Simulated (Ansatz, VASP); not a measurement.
**Two plane-wave programs on Al2Au**

File INCAR:

```
PREC     = Accurate       # precision mode
ENCUT    = 520            # plane-wave cutoff, eV
EDIFF    = 1E-6           # SCF threshold, eV
ISMEAR   = 0              # smearing method
SIGMA    = 0.1            # smearing width, eV
LREAL    = F              # projectors in reciprocal space
LASPH    = T              # aspherical terms in the spheres
NELM     = 60             # most SCF steps
ALGO     = Fast           # electronic algorithm
ISIF     = 2              # what is computed and relaxed
LWAVE    = F              # write WAVECAR
LCHARG   = F              # write CHGCAR
GGA      = PE             # functional
NBANDS   = 16             # bands
```

Contents of KPOINTS:

```
Automatic mesh
0
Gamma
  12 12 12
```

File POSCAR:

```
Al2Au
1.0
    0.0000000000      3.0898246830      3.0898246830
    3.0898246830      0.0000000000      3.0898246830
    3.0898246830      3.0898246830      0.0000000000
Al Au
2 1
Direct
    0.2500000000      0.2500000000      0.2500000000
    0.7500000000      0.7500000000      0.7500000000
    0.0000000000      0.0000000000      0.0000000000
```

Input for Ansatz:

```yaml
crystal:
  lattice:
    - [0.0, 3.089824683, 3.089824683]
    - [3.089824683, 0.0, 3.089824683]
    - [3.089824683, 3.089824683, 0.0]
  atoms:
    - { symbol: Al, position: [0.25, 0.25, 0.25] }
    - { symbol: Al, position: [0.75, 0.75, 0.75] }
    - { symbol: Au, position: [0.0, 0.0, 0.0] }
basis:
  ecutwfc: 420
kpoints:
  mp_grid: { grid: [12, 12, 12] }
hamiltonian:
  xc: pbe
scf:
  occupations: { method: gaussian, width: 0.1 }
output:
  forces: true
  stress: true
  eigenvalues: true
```

Alike in both runs: task single point; functional PBE; k mesh 12 × 12 × 12; occupations gaussian, width 0.1 eV; no spin polarisation.

|  | VASP | Ansatz |
| --- | --- | --- |
| version | VASP 6.6.1 | Ansatz 0.2.0 |
| potentials or method | VASP PAW PBE potentials, release 64 (Al, Au) | scalar-relativistic, plane waves, PAW |
| plane-wave cutoff (eV) | 520 | 420 |
| valence electrons in the cell | 17 | 25 |

```tsv
	VASP	Ansatz	Ansatz less VASP
gap on the k mesh at the Fermi level (eV)	none	none	-
pressure (GPa)	-5.4	-5.3	+0.16
```

A gap of «none» marks a metal or a gap that the smearing closes. The two sets of potentials don't hold the same shells in valence.

Spin-orbit coupling is left out, which matters for the levels of Au.
